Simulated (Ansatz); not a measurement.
# WC: LAPW beside PAW

The same cell of WC is computed with all-electron LAPW, frozen-core PAW and datasets made for this crystal, to set the results side by side.

Program: Ansatz 0.2.0. Level of theory: DFT PBE, scalar-relativistic. These are calculated values, not measurements.

## (1) Starting point

It takes space group P-6m2 (No. 187, hexagonal). Conventional cell: a = 2.901 Å, b = 2.901 Å, c = 2.829 Å, α = 90.00°, β = 90.00°, γ = 120.00°. W (site symmetry -6m2) has 6 C at 2.19 Å as nearest neighbours. C (site symmetry -6m2) is surrounded by 6 W at 2.19 Å.

Coordinates:

```
CELL_PARAMETERS angstrom
2.90050 0.00000 0.00000
-1.45025 2.51191 0.00000
0.00000 0.00000 2.82900
ATOMIC_POSITIONS crystal
W 0.00000 0.00000 0.00000
C 0.66667 0.33333 0.50000
```

The cell comes from a crystallographic database entry that wasn't checked; take it as a given geometry, which may be far from equilibrium.

Atoms are numbered in the order of the input: W1, C2.

## (2) All-electron LAPW

Input file input.yaml:

```yaml
crystal:
  lattice:
    - [2.900501436, 0.0, 0.0]
    - [-1.450250718, 2.5119079273, 0.0]
    - [0.0, 0.0, 2.829]
  atoms:
    - { symbol: W, position: [0.0, 0.0, 0.0] }
    - { symbol: C, position: [0.6666666667, 0.3333333333, 0.5] }
kpoints:
  mp_grid: { grid: [14, 14, 13] }
  band_path:
    path:
      - [0.0, 0.0, 0.0]
      - [0.5, 0.0, 0.0]
      - [0.3333333333, 0.3333333333, 0.0]
      - [0.0, 0.0, 0.0]
      - [0.0, 0.0, 0.5]
      - [0.5, 0.0, 0.5]
      - [0.3333333333, 0.3333333333, 0.5]
      - [0.0, 0.0, 0.5]
      - [0.5, 0.0, 0.5]
    npoints: 8
scf:
  occupations: { method: fermi_dirac, width: 0.05 }
hamiltonian:
  xc: pbe
  pseudopotentials: { kind: all_electron, lapw: { basis_error: 0.0005 } }
output:
  forces: true
  stress: true
  eigenvalues: true
  populations: true
  dos: { projected: true, de: 0.2, e_range: [-14, 8] }
```

Standard output:

```text
W: projections on atomic orbitals take those of the free atom 1s2 2s2 2p6 3s2 3p6 3d10 4s2 4p6 4d10 4f14 5s2 5p6 5d4 6s2, of charge +0.00 (hamiltonian.pseudopotentials.projection_atoms)
C: projections on atomic orbitals take those of the free atom 1s2 2s2 2p2, of charge +0.00 (hamiltonian.pseudopotentials.projection_atoms)
LAPW: plane waves up to 9.782 Å⁻¹, error target 5.0e-4 eV per atom; small_component_spin mean_spin; C in spheres of 0.905 Å, 6 of its electrons in bands, Dirac shells []; W in spheres of 1.287 Å, 44 of its electrons in bands, Dirac shells []
Engine: ansatz 0.2.0
Pseudopotentials: kind: all_electron
Pseudopotential: W, LAPW, valence charge 44, Koelling and Harmon's equation, gaussian nucleus
Pseudopotential: C, LAPW, valence charge 6, Koelling and Harmon's equation, gaussian nucleus
Functional definition: PBE
  parameter kappa = 0.804
  parameter beta = 0.06672455060314922
  exchange = pbe_x(kappa = kappa, mu = beta*pi^2/3)
  correlation = pbe_c(beta = beta)
Crystal: 2 atoms, lattice volume = 20.612 Å³
Basis set: ecut = 364.6045504668567 eV, 327 PW (Γ), exchange–correlation at level 2
Bands: 30, of which v1, the nominal top of the filled ones, is band 25 counted from 1 (24 counted from 0)
Symmetry: 12 space group operations
Space group: P-6m2 (ITA 187), of the structure as read, at distance tolerance 2.7e-5 Å
k-points: 168 of 2548 (time reversal used)
Non-local potential: W, projectors of the file, none
Non-local potential: C, projectors of the file, none
Initial density: superposition of atomic densities (chi_scale 0.1, normalization cell, long waves kept (reshape's long-wave potential 0.00 eV rms))
Initial wavefunctions: plane waves of lowest kinetic energy (no species holds an atomic orbital)
Functional: x = pbe(κ = 0.804, μ = 0.2195149727645171), c = pbe(β = 0.06672455060314922)
iter 1 solved again at ethr=8.05e-3 eV; its pass at ethr=1.00e-1 eV (dr2=4.02e0 eV) is discarded
SCF iter   1: F=—  HF=-440240.904286 eV  |F-HF|=—  |Δ(HF+E_count)|=         —  Δρ=1.27e-1  dr2=4.02e0  ethr=8.05e-3  ⟨swp⟩=2.0  Hψ=31218  notcnv=0
preconditioner: auto → none  [metal: Δε(μ)=0.041 eV  Ē_g=27.592 eV  σ=0.050 eV  W_gap=0.20  n_scr=8 (ndim 8)  ℏωp=44.8 eV  f_vac=0.000  D(μ)=0.17/eV (n_scr^D=0)  sad-step TF]
iter 2 solved again at ethr=2.77e-4 eV; its pass at ethr=8.05e-3 eV (dr2=1.39e-1 eV) is discarded
SCF iter   2: F=—  HF=-440239.392232 eV  |F-HF|=—  |Δ(HF+E_count)|=    1.51e0  Δρ=2.66e-2  dr2=1.39e-1  ethr=2.77e-4  ⟨swp⟩=2.0  Hψ=25961  notcnv=0
SCF iter   3: F=—  HF=-440239.364409 eV  |F-HF|=—  |Δ(HF+E_count)|=         —  Δρ=1.21e-2  dr2=1.40e-2  ethr=2.77e-4  ⟨swp⟩=2.2  Hψ=15515  notcnv=0
the basis was enlarged: its passes take 504.4 KiB over the memory plan, 1 of 1 planned eigensolver slots
SCF iter   4: F=—  HF=-440239.369381 eV  |F-HF|=—  |Δ(HF+E_count)|=   4.97e-3  Δρ=4.08e-3  dr2=1.55e-3  ethr=2.80e-5  ⟨swp⟩=2.9  Hψ=15415  notcnv=0
SCF iter   5: F=—  HF=-440239.365614 eV  |F-HF|=—  |Δ(HF+E_count)|=   3.77e-3  Δρ=1.53e-3  dr2=3.00e-4  ethr=3.09e-6  ⟨swp⟩=2.9  Hψ=15268  notcnv=0
SCF iter   6: F=—  HF=-440239.365609 eV  |F-HF|=—  |Δ(HF+E_count)|=   4.23e-6  Δρ=1.28e-4  dr2=2.18e-6  ethr=6.01e-7  ⟨swp⟩=2.1  Hψ=14687  notcnv=0
SCF iter   7: F=—  HF=-440239.365609 eV  |F-HF|=—  |Δ(HF+E_count)|=   7.15e-8  Δρ=3.26e-5  dr2=1.49e-7  ethr=4.36e-9  ⟨swp⟩=3.0  Hψ=15101  notcnv=0
SCF iter   8: F=-440239.365609 eV  HF=-440239.365609 eV  |F-HF|=7.57e-10  |Δ(HF+E_count)|=   3.11e-8  Δρ=4.62e-6  dr2=2.22e-9  ethr=2.98e-10  ⟨swp⟩=2.9  Hψ=15121  notcnv=0
SCF 1 converged in 8 iterations: F = -440239.365609 eV  dr2 = 2.22e-9
NSCF: frozen V_eff on 65 k-points
SCF converged after 8 iterations
Free energy (F): -440239.365609 eV
Harris-Foulkes:  -440239.365609 eV  (|F-HF|=7.57e-10)
Internal energy: -440239.363037 eV  (E = F + TS)
E sigma→0 (E₀):  -440239.364323 eV
Entropy (-TS):   -0.002572 eV (-1.286 meV/atom)
Fermi energy:    25.859313 eV
--- Per-component energies (eV) ---
  E_band       = -4896.333918
  E_kinetic    = 492920.348134
  E_xc         = -8981.480587
  E_electrostatic = -924178.230584  (all electrons and nuclei)
  E_smearing   = -0.002572  (= −TS)
  E_closure    = 0.000000  (closes the sum)
  E_atoms      = -440218.421447  (free atoms, spherical and without spin; not in F)
  Σ components = -440239.365609   (vs F -440239.365609, Δ=0.00e0)
  Basis errors (estimates in eV, not in F): energy 1.8e-4 per atom: plane waves 1.6e-4 (8.8e-5 summed), levels above the bands 2.6e-103, relativity 1.9e-8, radial functions 2.2e-5, core shells 1.8e-7; eigenvalues (radial functions only) 1.2e-6; not estimated: angular momenta, meshes, grids; target (lapw.basis_error) 5.0e-4; muffin-tin radii C 0.905 Å, W 1.287 Å
--- Forces (eV/Å), atoms counted from 1 ---
  atom   1  W     -0.00000000     0.00000000     0.00000000
  atom   2  C      0.00000000     0.00000000     0.00000000
  max |Σ_I F_I| component: 9.25e-17 eV/Å
--- Stress (GPa, compression-positive) ---
        8.312604       0.000000       0.000000
       -0.000000       8.312604       0.000000
        0.000000       0.000000       9.102236
  P = ⅓ Tr σ = 8.5758 GPa (85.758 kbar)
--- Band table (eV; the first three rows and the last of 168) ---
  k-point 0: bands = ["-392.0004", "-392.0004", "-391.9958", "-239.3841", "-207.0630", "-207.0630", "-207.0584", "-207.0584", "-207.0468", "-48.0613", "-12.0815", "-11.9784", "-11.9784", "-2.2525", "-2.2434", "-2.2434", "-2.2341", "-2.2341", "-2.2213", "-2.2086", "11.3650", "21.5126", "22.4921", "22.4921", "25.9546", "29.1319", "29.1319", "31.5138", "31.5138", "32.2810"]
  k-point 1: bands = ["-392.0004", "-392.0004", "-391.9958", "-239.3841", "-207.0630", "-207.0630", "-207.0584", "-207.0584", "-207.0468", "-48.0589", "-12.1275", "-11.9744", "-11.9744", "-2.2525", "-2.2439", "-2.2439", "-2.2330", "-2.2330", "-2.2232", "-2.2086", "11.5115", "21.4431", "22.5585", "22.5585", "25.9330", "28.6208", "28.6208", "31.8188", "31.8188", "32.3946"]
  k-point 2: bands = ["-392.0004", "-392.0004", "-391.9958", "-239.3841", "-207.0630", "-207.0630", "-207.0584", "-207.0584", "-207.0468", "-48.0522", "-12.2535", "-11.9634", "-11.9634", "-2.2523", "-2.2450", "-2.2450", "-2.2303", "-2.2303", "-2.2282", "-2.2085", "11.9353", "21.1310", "22.7498", "22.7498", "26.0560", "27.6531", "27.6531", "32.1191", "32.1191", "32.7032"]
  k-point 167: bands = ["-392.0004", "-392.0004", "-391.9958", "-239.3841", "-207.0630", "-207.0630", "-207.0584", "-207.0584", "-207.0468", "-47.9535", "-12.6383", "-12.5216", "-12.3912", "-2.2473", "-2.2433", "-2.2413", "-2.2366", "-2.2282", "-2.2257", "-2.2216", "14.8632", "18.6978", "20.4084", "24.1085", "25.1933", "30.3259", "32.2969", "33.2949", "35.2333", "35.6991"]
--- Löwdin populations: 2 sites ---
  site symbol       q [e]
     0      W     73.1984
     1      C      6.7241
  spilling = 0.000969 (of n_electrons = 80.000000)
```

Wall time 80 s (1 thread, shared host).

This run gives: pressure 8.58 GPa; no gap.

Levels at the path's labelled points, in eV from the Fermi level:

```
point  band 22  band 23  band 24  band 25  band 26  band 27  band 28
    Γ    -4.35    -3.37    -3.37     0.10     3.27     3.27     5.65
    M    -7.06    -3.64    -3.60    -0.47     2.37     4.57     4.92
    K    -6.60    -4.58    -3.47     0.63     0.98     2.06     3.25
    Γ    -4.35    -3.37    -3.37     0.10     3.27     3.27     5.65
    A    -8.68    -2.04    -2.04    -0.59    -0.59     3.70     4.54
    L    -6.49    -4.36    -4.19     0.31     4.48     5.36     6.70
    H    -7.27    -5.42    -1.60    -0.65     4.45     6.46     7.67
    A    -8.68    -2.04    -2.04    -0.59    -0.59     3.70     4.54
    L    -6.49    -4.36    -4.19     0.31     4.48     5.36     6.70
```

States per cell in windows of 1 eV (zero at the Fermi level; grid of 0.20 eV, so sharp peaks spill over the borders):

| from | to | total | W 5d | C 2p |
| --- | --- | --- | --- | --- |
| -10 | -9 | 0.00 | 0.00 | 0.00 |
| -9 | -8 | 0.01 | 0.00 | 0.00 |
| -8 | -7 | 0.09 | 0.03 | 0.04 |
| -7 | -6 | 1.35 | 0.57 | 0.62 |
| -6 | -5 | 0.64 | 0.31 | 0.28 |
| -5 | -4 | 1.02 | 0.49 | 0.47 |
| -4 | -3 | 1.49 | 0.75 | 0.66 |
| -3 | -2 | 1.36 | 0.64 | 0.66 |
| -2 | -1 | 1.20 | 0.81 | 0.31 |
| -1 | 0 | 0.81 | 0.55 | 0.20 |
| 0 | 1 | 0.20 | 0.18 | 0.02 |
| 1 | 2 | 0.47 | 0.42 | 0.03 |
| 2 | 3 | 0.75 | 0.62 | 0.09 |
| 3 | 4 | 1.03 | 0.68 | 0.24 |
| 4 | 5 | 1.47 | 1.05 | 0.27 |

## (3) Frozen-core PAW

Edit input.yaml of step 2 so:

```diff
@@ -26,3 +26,3 @@
   xc: pbe
-  pseudopotentials: { kind: all_electron, lapw: { basis_error: 0.0005 } }
+  pseudopotentials: { kind: paw }
 output:
@@ -31,3 +31,5 @@
   eigenvalues: true
+  efg: { contact_densities: true }
   populations: true
+  bader: true
   dos: { projected: true, de: 0.2, e_range: [-14, 8] }
```

Standard output (excerpt; [...] marks lines left out):

```text
W: output.efg is read without spin–orbit coupling, which moves field gradients at and beside such atoms by some per cent and up to a factor of two; PAW files take it under magnetization.noncollinear and magnetization.spin_orbit
[...]
Pseudopotentials: kind: paw
Pseudopotential: W, paw, valence charge 14, recommended cutoff 420 eV (normal)
Pseudopotential: C, paw, valence charge 4, recommended cutoff 420 eV (normal)
Functional definition: PBE
[...]
Crystal: 2 atoms, lattice volume = 20.612 Å³
Basis set: ecut = 420 eV, 405 PW (Γ), exchange–correlation on 40×40×40 points (8 copies of the dense FFT grid, shifted against one another)
Bands: 13, of which v1, the nominal top of the filled ones, is band 9 counted from 1 (8 counted from 0)
Symmetry: 12 space group operations
Space group: P-6m2 (ITA 187), of the structure as read, at distance tolerance 2.7e-5 Å
[...]
  P = ⅓ Tr σ = 8.4925 GPa (84.925 kbar)
--- PAW observables at the nuclei: V_zz in 10²¹ V/m², potentials from the cell's mean, atoms counted from 1 ---
  atom   1  W  V_zz =   -13.497790   η = 0.0000   by run symmetry: allowed
            electrostatic potential = -14818.512884 V   contact ρ = 8822028.849589 e/Å³
  atom   2  C  V_zz =    +0.051171   η = 0.0000   by run symmetry: allowed
            electrostatic potential = -432.157105 V   contact ρ = 868.178086 e/Å³
--- Band table (eV; the first three rows and the last of 168) ---
  k-point 0: bands = ["-53.1712", "-17.1868", "-17.0823", "-17.0823", "6.2497", "16.3964", "17.3751", "17.3751", "20.8392", "24.0139", "24.0139", "26.4005", "26.4005"]
[...]
--- Löwdin populations: 2 sites ---
  site symbol       q [e]
     0      W     13.1941
     1      C      4.7243
  spilling = 0.004534 (of n_electrons = 18.000000)
--- Bader charges: 2 sites ---
  site symbol  charge [e]  shift [e]
     0      W      1.4242     0.0035
     1      C     -1.4242     0.0035
  estimated error of the sums over rays = 5.9e-4 e
```

It took 25 s on 1 thread, shared host.

In short: pressure 8.49 GPa; no gap; Vzz W1 -13.50 (η = 0.00), C2 0.05 (η = 0.00) (10²¹ V/m²).

```csv
atom,Bader charge (e),basin volume (Å³)
W1,+1.42,11.42
C2,-1.42,9.19
```

## (4) Datasets made for this crystal

Edit input.yaml of step 3 so:

```diff
@@ -26,3 +26,3 @@
   xc: pbe
-  pseudopotentials: { kind: paw }
+  pseudopotentials: { kind: all_electron, datasets: crystal }
 output:
@@ -32,4 +32 @@
   efg: { contact_densities: true }
-  populations: true
-  bader: true
-  dos: { projected: true, de: 0.2, e_range: [-14, 8] }
```

Standard output (excerpt; [...] marks lines left out):

```text
[...]
band count auto-derived: 15 (N_el = 18.0; filled up to band 9; 13 by the electrons, moments and atoms)
W: output.efg is read without spin–orbit coupling, which moves field gradients at and beside such atoms by some per cent and up to a factor of two; PAW files take it under magnetization.noncollinear and magnetization.spin_orbit
[...]
Pseudopotentials: kind: all_electron
Pseudopotential: W, paw, valence charge 28, recommended cutoff 340 eV (normal), Koelling and Harmon's equation, gaussian nucleus
Pseudopotential: C, paw, valence charge 4, recommended cutoff 340 eV (normal), Koelling and Harmon's equation, gaussian nucleus
Functional definition: PBE
[...]
Crystal: 2 atoms, lattice volume = 20.612 Å³
Basis set: ecut = 340 eV, 315 PW (Γ), exchange–correlation on 36×36×36 points (8 copies of the dense FFT grid, shifted against one another)
[...]
  atom   1  W     -0.00000000     0.00000000     0.00000000
  atom   2  C      0.00000000     0.00000000     0.00000000
[...]
--- Stress (GPa, compression-positive) ---
        8.311901      -0.000000       0.000000
       -0.000000       8.311901       0.000000
        0.000000       0.000000       9.100564
  P = ⅓ Tr σ = 8.5748 GPa (85.748 kbar)
  It holds what live shells' own plane waves past their cutoff add
--- PAW observables at the nuclei: V_zz in 10²¹ V/m², potentials from the cell's mean, atoms counted from 1 ---
  atom   1  W  V_zz =   -12.891967   η = 0.0000   by run symmetry: allowed
            electrostatic potential = -14818.372915 V   contact ρ = 8817690.430201 e/Å³
  atom   2  C  V_zz =    +0.026340   η = 0.0000   by run symmetry: allowed
            electrostatic potential = -432.185153 V   contact ρ = 868.325842 e/Å³
--- Band table (eV; the first three rows and the last of 168) ---
  k-point 0: bands = ["-48.0613", "-12.0815", "-11.9783", "-11.9783", "11.3650", "21.5126", "22.4921", "22.4921", "25.9546", "29.1319", "29.1319", "31.5138", "31.5138"]
[...]
```

It took 55 s on 1 thread, shared host.

Result: pressure 8.57 GPa; no gap; Vzz W1 -12.89 (η = 0.00), C2 0.03 (η = 0.00) (10²¹ V/m²).

```
atom  contact density (e/Å³)
  W1                 8817690
  C2                868.3258
```

## (5) Side by side

| method | pressure (GPa) | Vzz W1 (10²¹ V/m²) | Vzz C2 (10²¹ V/m²) | SCF cycles, all passes |
| --- | --- | --- | --- | --- |
| LAPW | 8.58 | – | – | 8 |
| PAW | 8.49 | -13.50 | 0.05 | 6 |
| crystal datasets | 8.57 | -12.89 | 0.03 | 9 |

## (6) What came out

```
           quantity                                           value
           pressure  LAPW 8.58, PAW 8.49, crystal datasets 8.57 GPa
         gap (LAPW)                                            none
Bader charges (PAW)                            W1 +1.42, C2 -1.42 e
```

**Reading.** At this geometry the cell is under compression of 8.6 GPa, so it would expand if let go. There is no gap at this level; the crystal is a metal here. Within 0.3 eV of the Fermi level the largest projected share is W 5d (74 %). The projection holds only the free atom's occupied shells (W 6s, W 5d, C 2s, C 2p in this range). The field gradient at W1, the largest by crystal datasets, is -13.50 by PAW and -12.89 by crystal datasets (10²¹ V/m²), within 5 %. Spin–orbit coupling is left out, which moves gradients at and beside heavy atoms by some per cent and at worst by a factor of two. PAW lies -0.08 GPa from LAPW in pressure. LAPW took about 3 times as long as PAW (80 s against 25 s, on a shared host and with the outputs that each input asks for). Spin-orbit coupling is left out, though the cell holds W; in elements this heavy it can shift bands and gaps by tenths of an eV.
